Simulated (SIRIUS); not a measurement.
## CdSe (Cadmoselite) under changes of volume

One of the cells (28.102 Å³/atom); the others are scaled copies at fixed shape and fractional positions:

```xyz
4
Lattice="4.3000 0.0000 0.0000 -2.1500 3.7239 0.0000 0.0000 0.0000 7.0200" Properties=species:S:1:pos:R:3 pbc="T T T"
Cd    2.1500    1.2413    3.5100
Cd    0.0000    2.4826    0.0000
Se    2.1500    1.2413    6.2127
Se    0.0000    2.4826    2.7027
```

```yaml
Program: SIRIUS 7.12.0
Functional: PBEsol
Potentials_or_basis: PseudoDojo 0.4.1 PBEsol standard (scalar relativistic)
Cutoff: 1388 eV
Density_cutoff: 5552 eV
k_mesh: 7 × 7 × 4
Occupations: fermi-dirac, width 0.05 eV
Spin: no spin polarisation
```

```tsv
volume (Å³/atom)	energy over the lowest point (meV/atom)	pressure (GPa)	gap on the mesh (eV)	largest force (eV/Å)
26.416	20.74	3.9	0.70	0.334
26.978	9.35	2.5	0.66	0.310
27.540	2.61	1.3	0.62	0.288
28.102	0.00	0.2	0.58	0.267
28.665	1.09	-0.8	0.54	0.247
29.227	?	?	?	?
29.789	12.83	-2.5	0.46	0.212
```

Question: What does the run at 29.227 Å³/atom give?

Answer: Energy over the lowest point 5.49 meV/atom; pressure -1.7 GPa; gap on the mesh 0.50 eV; largest force 0.229 eV/Å.

Worked out: A Birch-Murnaghan fit of order 3 (a polynomial in V^(-2/3)) to the other rows has its minimum at 28.21 Å³/atom with B0 = V·E''(V) = 52 GPa and B' = 4.7 at fixed shape and positions, which overstates the stiffness. It gives 5.49 meV/atom at 29.227 Å³/atom, against the run's 5.49, and -dE/dV = -1.7 GPa, against -1.7. A straight line through the other rows of the gap, of slope -2 eV per unit of ln V, gives 0.50 eV, against the run's 0.50.

Energies are extrapolated to zero smearing.

Caveats: an odd mesh through Γ misses points on the zone boundary, where band edges often lie. Spin-orbit coupling on Cd, Se is left out.
